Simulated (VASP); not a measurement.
# W2C3 (P-4m2) in VASP: a series of runs

One crystal, W2C3, is run at these levels: PBE, r2SCAN; tasks: relaxation of cell and atoms, single point.

Everything below comes from runs of VASP 6.6.1. Logs are shortened: lines on timing, memory, paths and dates and some standing lists are left out, and cuts for length are marked.

## 1. The structure

It takes space group P-4m2 (No. 115, tetragonal). The conventional cell has a = 2.938 Å, b = 2.938 Å, c = 6.003 Å, α = 90.00°, β = 90.00°, γ = 90.00°. W (site symmetry 2mm) is surrounded by 7 C at 2.12 to 2.26 Å. C (site symmetry -4m2) has 4 W at 2.12 Å as nearest neighbours. C (site symmetry 2mm) has 5 W at 2.19 to 2.26 Å as nearest neighbours.

The cell was built by a generator and needn't be a form met in nature.

## 2. Relaxation of cell and atoms, PBE

Contents of INCAR:

```
SYSTEM = W2C3
PREC = Accurate
ENCUT = 520
EDIFF = 1E-6
ISMEAR = 0
SIGMA = 0.1
LREAL = .FALSE.
LASPH = .TRUE.
NELM = 120
ALGO = Normal
ISIF = 3
LWAVE = .FALSE.
LCHARG = .FALSE.
GGA = PE
IBRION = 2
NSW = 90
EDIFFG = -0.01
KPAR = 4
```

Contents of KPOINTS:

```
Automatic mesh
0
G
  10 10 6
  0 0 0
```

Contents of POSCAR:

```
W2C3
1.0
    2.9380000000      0.0000000000      0.0000000000
    0.0000000000      2.9380000000      0.0000000000
    0.0000000000      0.0000000000      6.0030000000
W C
2 3
Direct
    0.5000000000      0.0000000000      0.2537064800
    0.0000000000      0.5000000000      0.7462935200
    0.0000000000      0.0000000000      0.0000000000
    0.5000000000      0.0000000000      0.6296851600
    0.0000000000      0.5000000000      0.3703148400
```

Potentials or basis: VASP PAW PBE potentials, release 64 (W_sv, C).

Command:

```sh
$ cat potpaw_PBE.64/W_sv/POTCAR potpaw_PBE.64/C/POTCAR > POTCAR
$ mpirun -np 4 vasp_std > vasp.out
```

OUTCAR:

```text
SYSTEM = W2C3
   PREC = Accurate
   ENCUT = 520
   EDIFF = 1E-6
   ISMEAR = 0
   LREAL = .FALSE.
   LASPH = .TRUE.
   NELM = 120
   ISIF = 3
   GGA = PE
   IBRION = 2
   NSW = 90
   EDIFFG = -0.01

 ion  position               nearest neighbor table
   1  0.500  0.000  0.254-   3 2.12   3 2.12   5 2.19   5 2.19   5 2.19   5 2.19   4 2.26
   2  0.000  0.500  0.746-   3 2.12   3 2.12   4 2.19   4 2.19   4 2.19   4 2.19   5 2.26
   3  0.000  0.000  0.000-   1 2.12   2 2.12   2 2.12   1 2.12
   4  0.500  0.000  0.630-   2 2.19   2 2.19   2 2.19   2 2.19   1 2.26
   5  0.000  0.500  0.370-   1 2.19   1 2.19   1 2.19   1 2.19   2 2.26

  LATTYP: Found a simple tetragonal cell.
 ALAT       =     2.9380000000
 C/A-ratio  =     2.0432266848

  Lattice vectors:

 A1 = (   2.9380000000,   0.0000000000,   0.0000000000)
 A2 = (   0.0000000000,   2.9380000000,   0.0000000000)
 A3 = (   0.0000000000,   0.0000000000,   6.0030000000)

Analysis of symmetry for initial positions (statically):
=====================================================================
 Subroutine PRICEL returns:
 Original cell was already a primitive cell.

 Routine SETGRP: Setting up the symmetry group for a
 simple tetragonal supercell.

 Subroutine GETGRP returns: Found  8 space group operations
 (whereof  8 operations were pure point group operations)
 out of a pool of 16 trial point group operations.

The static configuration has the point symmetry D_2d.

Analysis of symmetry for dynamics (positions and initial velocities):
=====================================================================
 Subroutine PRICEL returns:
 Original cell was already a primitive cell.

 Routine SETGRP: Setting up the symmetry group for a
 simple tetragonal supercell.

 Subroutine GETGRP returns: Found  8 space group operations
 (whereof  8 operations were pure point group operations)
 out of a pool of 16 trial point group operations.

The dynamic configuration has the point symmetry D_2d.

 Subroutine INISYM returns: Found  8 space group operations
 (whereof  8 operations are pure point group operations),
 and found     1 'primitive' translations

----------------------------------------------------------------------------------------

                                     Primitive cell

  volume of cell :      51.8170

  direct lattice vectors                    reciprocal lattice vectors
[... 102 lines left out ...]
   TEBEG  =    0.0;   TEEND  =   0.0 temperature during run
   PSTRESS=    0.0 pullay stress
   NELECT =      40.0000    total number of electrons
   NUPDOWN=      -1.0000    fix difference up-down
   EMIN   =  10.00;   EMAX   =-10.00  energy-range for DOS
   EFERMI =   0.00;   METHOD = LEGACY
   ISMEAR =     0;   SIGMA  =   0.10  broadening in eV -4-tet -1-fermi 0-gaus
   EFERMI_NEDOS =   21; number of points for ismear=-14 and -15
   IALGO  =     38    algorithm
   IMIX   =      4    mixing-type and parameters
     AMIX     =   0.40;   BMIX     =  1.00
     AMIX_MAG =   1.60;   BMIX_MAG =  1.00
  volume/ion in A,a.u.               =      10.36        69.94
  Fermi-wavevector in a.u.,A,eV,Ry     =   1.501773  2.837939 30.685506  2.255321
  Thomas-Fermi vector in A             =   2.613100
   LORBIT       =      0    0 simple, 1 ext, 2 COOP (PROOUT), +10 PAW based schemes
   GGA     = PE    functional components
   LHFCALC =     F    Hartree Fock is set to
   AEXX    =    0.0000 exact exchange contribution
   IVDW    =     0    specifies the selected vdW correction
   LEPSILON=     F    determine dielectric tensor
   LRPA    =     F    only Hartree local field effects (RPA)
 conjugate gradient relaxation of ions
 non-spin polarized calculation
 Gauss-broadening in eV      SIGMA  =   0.10
  energy-cutoff  :      520.00
  volume of cell :       51.82
 maximum number of plane-waves:      1431
 NGX is ok and might be reduce to    24
   NGX = 11   NGY = 11   NGZ = 23

--------------------------------------- Ionic step        1  -------------------------------------------

 number of electron      40.0000007 magnetization

 Free energy of the ion-electron system (eV)
  ---------------------------------------------------
  ext. energy  EPLUGINS =         0.00000000
  ---------------------------------------------------
  free energy    TOTEN  =       -50.14198506 eV

  energy without entropy =      -50.13279267  energy(sigma->0) =      -50.13738886

------------------------ aborting loop because EDIFF is reached ----------------------------------------

  FORCE on cell =-STRESS in cart. coord.  units (eV):
  Direction    XX          YY          ZZ          XY          YZ          ZX
  --------------------------------------------------------------------------------------
  -------------------------------------------------------------------------------------
  Total        0.1274035      0.1274035     -0.7594371      0.0000000     -0.0000000      0.0000000
  in kB        3.9393074      3.9393074    -23.4817517      0.0000000     -0.0000000      0.0000000
  external PRESSURE =      -5.2010457 kB  Pullay stress =       0.0000000 kB
[... 260 lines left out ...]
--------------------------------------- Ionic step        8  -------------------------------------------

 number of electron      40.0000008 magnetization

 Free energy of the ion-electron system (eV)
  ---------------------------------------------------
  ext. energy  EPLUGINS =         0.00000000
  ---------------------------------------------------
  free energy    TOTEN  =       -50.14783794 eV

  energy without entropy =      -50.13944628  energy(sigma->0) =      -50.14364211

 E-fermi :   9.5459     XC(G=0): -13.2055

 val. band max:        9.5410075779   @ k =   0.1000   0.1000   0.0000
 cond. band min:       9.5531417298   @ k =   0.1000   0.0000   0.3333
 fundamental gap:      0.0121341519
 Fermi energy:         9.5459104765

 k-point     1 :       0.0000    0.0000    0.0000
  band No.  band energies     occupation
      1     -64.6465      2.00000
      2     -64.6418      2.00000
      3     -28.9542      2.00000
      4     -28.7911      2.00000
      5     -28.7347      2.00000
      6     -28.7347      2.00000
[... 637 lines left out ...]
     23      11.9890      0.00000
     24      12.4316      0.00000

 [... further k-points ...]

------------------------ aborting loop because EDIFF is reached ----------------------------------------

  FORCE on cell =-STRESS in cart. coord.  units (eV):
  Direction    XX          YY          ZZ          XY          YZ          ZX
  --------------------------------------------------------------------------------------
  -------------------------------------------------------------------------------------
  Total        0.0064977      0.0064977      0.0055654      0.0000000      0.0000000      0.0000000
  in kB        0.2014842      0.2014842      0.1725747      0.0000000      0.0000000      0.0000000
  external PRESSURE =       0.1918477 kB  Pullay stress =       0.0000000 kB
[... 20 lines left out ...]
  FREE ENERGIE OF THE ION-ELECTRON SYSTEM (eV)
  ---------------------------------------------------
  free  energy   TOTEN  =       -50.1478379411 eV

  energy  without entropy=      -50.1394462833  energy(sigma->0) =      -50.14364211

 reached required accuracy - stopping structural energy minimisation
```

Wall time 1.8 min (4 MPI ranks of Intel Xeon Platinum 8488C (Sapphire Rapids), shared host); peak memory 0.23 GiB.

Results:

* Free energy: -50.1478 eV
* Relaxed volume: 10.33 Å³/atom
* Relaxed cell: a = 2.941 Å, b = 2.941 Å, c = 5.972 Å, α = 90.00°, β = 90.00°, γ = 90.00°
* Space group after relaxing (to 0.05 Å): P-4m2 (No. 115)
* Energy gained by relaxing: 1.2 meV/atom
* Ionic steps: 8
* Pressure after relaxing: 0.0 GPa
* Largest force after relaxing: 0.009 eV/Å
* Band gap on the k mesh: none (metal or under the smearing width)

Forces on the atoms (eV/Å):
```
W    0.000  0.000  0.009
W    0.000  0.000 -0.009
C    0.000  0.000  0.000
C    0.000  0.000 -0.004
C    0.000  0.000  0.004
```

Step by step:
```tsv
step	energy change (eV)	largest force (eV/Å)	pressure (GPa)	volume (Å³)
1	0.0000	0.2954	-0.52	51.82
2	-0.0052	0.0721	0.65	51.56
3	-0.0057	0.0235	0.36	51.62
4	-0.0057	0.0245	0.37	51.63
5	-0.0055	0.0250	-0.74	51.79
6	-0.0058	0.0186	-0.05	51.68
7	-0.0058	0.0107	-0.01	51.68
8	-0.0059	0.0088	0.02	51.67
```

Final structure:
```yaml
crystal:
  lattice:
    - [2.94129, 0.00000, 0.00000]
    - [0.00000, 2.94129, 0.00000]
    - [0.00000, 0.00000, 5.97244]
  atoms:
    - { symbol: W, position: [0.50000, 0.00000, 0.25173] }
    - { symbol: W, position: [0.00000, 0.50000, 0.74827] }
    - { symbol: C, position: [0.00000, 0.00000, 0.00000] }
    - { symbol: C, position: [0.50000, 0.00000, 0.62904] }
    - { symbol: C, position: [0.00000, 0.50000, 0.37096] }
```

## 3. Relaxation of cell and atoms, PBE

This run uses another cell than the first one, of 10.33 Å³/atom, 0.997 times its volume.

INCAR, as its differences from that of step 2:

```diff
@@ -3,3 +3,3 @@
 ENCUT = 520
-EDIFF = 1E-6
+EDIFF = 1E-7
 ISMEAR = 0
@@ -15,4 +15,5 @@
 IBRION = 2
-NSW = 90
-EDIFFG = -0.01
+NSW = 60
+EDIFFG = -0.005
+POTIM = 0.3
 KPAR = 4
```

KPOINTS is that of step 2.

Contents of POSCAR:

```
W2C3                                    
1.0
    2.9412925961      0.0000000000      0.0000000000
    0.0000000000      2.9412925961     -0.0000000000
    0.0000000000      0.0000000000      5.9724399381
  W               C             
     2     3
Direct
     0.5000000000000000    0.0000000000000000    0.2517346993756325
     0.0000000000000000    0.5000000000000000    0.7482653006243676
     0.0000000000000000    0.0000000000000000    0.0000000000000000
     0.5000000000000000    0.0000000000000000    0.6290415805689218
     0.0000000000000000    0.5000000000000000    0.3709584194310781
```

Potentials or basis: VASP PAW PBE potentials, release 64 (W_sv, C).

Command:

```sh
$ cat potpaw_PBE.64/W_sv/POTCAR potpaw_PBE.64/C/POTCAR > POTCAR
$ mpirun -np 4 vasp_std > vasp.out
```

Run time: 44 s. Hardware: 4 MPI ranks of Intel Xeon Platinum 8488C (Sapphire Rapids), shared host; peak memory 0.21 GiB.

It converged, with:

```yaml
Free_energy: -50.1477 eV
Relaxed_volume: 10.34 Å³/atom
Relaxed_cell: a = 2.942 Å, b = 2.942 Å, c = 5.973 Å, α = 90.00°, β = 90.00°, γ = 90.00°
Space_group_after_relaxing_to_0.05_Å: P-4m2 (No. 115)
Energy_gained_by_relaxing: 0.0 meV/atom
Ionic_steps: 2
Pressure_after_relaxing: 0.0 GPa
Band_gap_on_the_k_mesh: none (metal or under the smearing width)
```

Final structure:
```yaml
crystal:
  lattice:
    - [2.94150, 0.00000, 0.00000]
    - [0.00000, 2.94150, 0.00000]
    - [0.00000, 0.00000, 5.97268]
  atoms:
    - { symbol: W, position: [0.50000, 0.00000, 0.25178] }
    - { symbol: W, position: [0.00000, 0.50000, 0.74822] }
    - { symbol: C, position: [0.00000, 0.00000, 0.00000] }
    - { symbol: C, position: [0.50000, 0.00000, 0.62902] }
    - { symbol: C, position: [0.00000, 0.50000, 0.37098] }
```

Levels at points of the mesh, in eV from the Fermi level:
| k point | band 18 | band 19 | band 20 | band 21 | band 22 | band 23 |
| --- | --- | --- | --- | --- | --- | --- |
| (0.00, 0.00, 0.00) | -0.69 | -0.69 | 0.72 | 0.72 | 2.03 | 2.17 |
| (0.50, 0.00, 0.00) | -2.33 | -1.47 | -0.92 | 1.44 | 2.62 | 3.19 |
| (0.50, 0.50, 0.00) | -2.83 | -2.09 | -1.45 | -0.45 | 2.29 | 4.34 |
| (0.00, 0.00, 0.50) | -1.75 | 1.08 | 1.19 | 1.27 | 1.27 | 2.15 |
| (0.50, 0.00, 0.50) | -1.23 | -0.80 | -0.80 | 0.87 | 1.66 | 3.09 |
| (0.50, 0.50, 0.50) | -1.67 | -0.19 | 0.07 | 0.07 | 2.59 | 4.40 |

## 4. Single point, r2SCAN

This run uses another cell than the first one, of 10.34 Å³/atom, 0.997 times its volume.

Contents of INCAR:

```
SYSTEM = W2C3
PREC = Accurate ; ENCUT = 520
EDIFF = 1E-6 ; ISMEAR = 0
SIGMA = 0.1 ; LREAL = .FALSE.
LASPH = .TRUE. ; NELM = 150
ALGO = Normal ; ISIF = 2
LWAVE = .FALSE. ; LCHARG = .FALSE.
METAGGA = R2SCAN ; LMIXTAU = .TRUE.
NBANDS = 28 ; KPAR = 4
```

KPOINTS is that of step 3.

Contents of POSCAR:

```
W2C3                                    
1.0
    2.9415002701      0.0000000000      0.0000000000
    0.0000000000      2.9415002701     -0.0000000000
    0.0000000000      0.0000000000      5.9726751997
  W               C             
     2     3
Direct
     0.5000000000000000    0.0000000000000000    0.2517767059221703
     0.0000000000000000    0.5000000000000000    0.7482232940778297
     0.0000000000000000    0.0000000000000000    0.0000000000000000
     0.5000000000000000    0.0000000000000000    0.6290221967328793
     0.0000000000000000    0.5000000000000000    0.3709778032671207
```

Command:

```sh
$ cat potpaw_PBE.64/W_sv/POTCAR potpaw_PBE.64/C/POTCAR > POTCAR
$ mpirun -np 4 vasp_std > vasp.out
```

Wall time 1.7 min (4 MPI ranks of Intel Xeon Platinum 8488C (Sapphire Rapids), shared host); peak memory 0.23 GiB.

It converged, with:

```yaml
Free_energy: -129.1119 eV
Pressure: -2.5 GPa
Largest_force: 0.097 eV/Å
Band_gap_on_the_k_mesh: none (metal or under the smearing width)
```

Forces in eV/Å, atoms in the order of the input:
```
W    0.000  0.000  0.055
W    0.000  0.000 -0.055
C    0.000  0.000  0.000
C    0.000  0.000  0.097
C    0.000  0.000 -0.097
```

Levels at points of the mesh, in eV from the Fermi level:
```
           k point  band 16  band 17  band 18  band 19  band 20  band 21  band 22  band 23  band 24  band 25
(0.00, 0.00, 0.00)    -3.43    -1.41    -0.78    -0.78     0.75     0.75     2.06     2.28     2.38     3.69
(0.50, 0.00, 0.00)    -3.72    -2.67    -2.46    -1.61    -1.01     1.57     2.77     3.39     4.06     5.26
(0.50, 0.50, 0.00)    -3.41    -3.00    -3.00    -2.19    -1.58    -0.39     2.47     4.54     4.54     6.06
(0.00, 0.00, 0.50)    -3.01    -1.84    -1.84     1.17     1.22     1.31     1.31     2.19     2.24     3.18
(0.50, 0.00, 0.50)    -3.76    -3.10    -1.33    -0.91    -0.86     1.01     1.80     3.27     4.09     4.42
(0.50, 0.50, 0.50)    -3.08    -2.66    -1.81    -0.18     0.02     0.02     2.78     4.61     4.61     4.94
```

Caveat: the PAW data sets were made with another functional, which shifts forces and pressure a little. The run has no spin-orbit coupling, so splittings on W are missing.
